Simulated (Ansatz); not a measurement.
**What a change of settings does: TaC**

First run: DFT, PBE, PAW with Ansatz's default frozen-core files, scalar-relativistic (Ansatz 0.2.0).

Command: `ansatz run input.yaml --threads 1 --pin off --max-ram 2048MiB --backend cpu --events-out ev --progress --plain --runs-dir out` It took 3.6 s on 1 thread of Arm Neoverse V1 (shared host), peak memory 0.32 GiB.

```yaml
crystal:
  lattice:
    - [0.0, 2.2376150167, 2.2376150167]
    - [2.2376150167, 0.0, 2.2376150167]
    - [2.2376150167, 2.2376150167, 0.0]
  atoms:
    - { symbol: Ta, position: [0.0, 0.0, 0.0] }
    - { symbol: C, position: [0.5, 0.5, 0.5] }
kpoints:
  mp_grid: { grid: [16, 16, 16] }
scf:
  occupations: { method: fermi_dirac, width: 0.05 }
hamiltonian:
  xc: pbe
  pseudopotentials: { kind: paw }
output:
  forces: true
  stress: true
  eigenvalues: true
  populations: true
```

The cell comes from a relaxation on PAW files under the same functional, begun from a database entry that needn't be the ground state.

It converges in 6 SCF iterations at a pressure of 0.05 GPa, cutoff 420 eV.

The input is then changed:

```diff
   xc: pbe
-  pseudopotentials: { kind: paw }
+  pseudopotentials: { kind: paw_fr }
 output:
   populations: true
+magnetization:
+  noncollinear: true
+  spin_orbit: true
```

Problem. Predict the outcome of the changed run.

Solution. It converges in 7 SCF iterations at a pressure of -0.34 GPa, cutoff 420 eV. More than one line changes, and not each need have an effect.
